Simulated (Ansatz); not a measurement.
Cu, DFT, PBE, all-electron LAPW, scalar-relativistic (Ansatz 0.2.0), run on 1 thread of Intel(R) Xeon(R) Platinum 8488C (Sapphire Rapids) on a shared host.

The cell was built from the bcc type and relaxed in the same program; it needn't be a known or the stable phase. The listed cell was then made from it by scaling, straining or moving an atom.

Command: `ansatz run input.yaml --threads 1 --pin off --max-ram 2048MiB --backend cpu --events-out ev --progress --plain --runs-dir out`

```yaml
crystal:
  lattice:
    - [-1.4709088796, 1.4709088796, 1.4709088796]
    - [1.4709088796, -1.4709088796, 1.4709088796]
    - [1.4709088796, 1.4709088796, -1.4709088796]
  atoms:
    - { symbol: Cu, position: [0.0, 0.0, 0.0] }
kpoints:
  mp_grid: { grid: [16, 16, 16] }
scf:
  occupations: { method: fermi_dirac, width: 0.08 }
hamiltonian:
  xc: pbe
  pseudopotentials: { kind: all_electron, lapw: { basis_error: 0.00025 } }
output:
  forces: true
  stress: true
  eigenvalues: true
```

**Question.** How large is the problem that the program sets up?

**Answer.** 145 irreducible k-points, 177 plane waves at Γ, 14 bands.

**Question.** About how long does it take, and how much memory does it use?

**Answer.** 8.9 s of wall time for 7 SCF iterations, with a peak of 0.43 GiB. Times on shared machines scatter by tens of per cent.

**Question.** And the same cell and mesh by crystal-made all-electron datasets, asked for forces, stress, eigenvalues, efg, on the same hardware?

**Answer.** 5.8 s, peak memory 0.48 GiB.
